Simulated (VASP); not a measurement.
Input of a VASP 6.6.1 run:

File INCAR:

```
SYSTEM = TiO2
ALGO = Normal ; EDIFF = 1E-6
EDIFFG = -0.01 ; ENCUT = 520
GGA = PE ; IBRION = 2
ISIF = 3 ; ISMEAR = 0
KPAR = 2 ; LASPH = .True.
LCHARG = .False. ; LREAL = .False.
LWAVE = .False. ; NELM = 120
NSW = 90 ; PREC = Accurate
SIGMA = 0.1
```

Contents of KPOINTS:

```
k-points
0
Gamma
  10 10 10
  0 0 0
```

File POSCAR:

```
TiO2
1.0
   -1.8921000000      1.8921000000      4.7573000000
    1.8921000000     -1.8921000000      4.7573000000
    1.8921000000      1.8921000000     -4.7573000000
Ti O
2 4
Direct
    0.0000000000      0.0000000000      0.0000000000
    0.7500000000      0.2500000000      0.5000000000
    0.2081000000      0.2081000000      0.0000000000
    0.9581000000      0.4581000000      0.5000000000
    0.5419000000      0.0419000000      0.5000000000
    0.7919000000      0.7919000000      0.0000000000
```

Potentials or basis: VASP PAW PBE potentials, release 64 (Ti_sv, O).

Launch:

```sh
$ cat potpaw_PBE.64/Ti_sv/POTCAR potpaw_PBE.64/O/POTCAR > POTCAR
$ mpirun -np 2 vasp_std > vasp.out
```

Question: Predict the space group after relaxing (to 0.05 Å).

Answer: I4_1/amd (No. 141).

Question: Predict the relaxed volume.

Answer: 11.70 Å³/atom.

Question: Predict the band gap on the k mesh.

Answer: 2.10 eV, indirect (least direct gap 2.40 eV).

Final structure:
```cif
data_structure
_symmetry_space_group_name_H-M 'P 1'
_symmetry_Int_Tables_number 1
_cell_length_a 5.5484
_cell_length_b 5.5484
_cell_length_c 5.5484
_cell_angle_alpha 139.915
_cell_angle_beta 139.915
_cell_angle_gamma 57.982
_cell_volume 70.19
loop_
_atom_site_label
_atom_site_type_symbol
_atom_site_fract_x
_atom_site_fract_y
_atom_site_fract_z
_atom_site_occupancy
Ti1 Ti 0.00000 0.00000 0.00000 1
Ti2 Ti 0.75000 0.25000 0.50000 1
O1 O 0.20656 0.20656 0.00000 1
O2 O 0.95656 0.45656 0.50000 1
O3 O 0.54344 0.04344 0.50000 1
O4 O 0.79344 0.79344 0.00000 1
```

A k mesh can miss the band edges. PBE usually gives volumes a little too large and moduli too small.
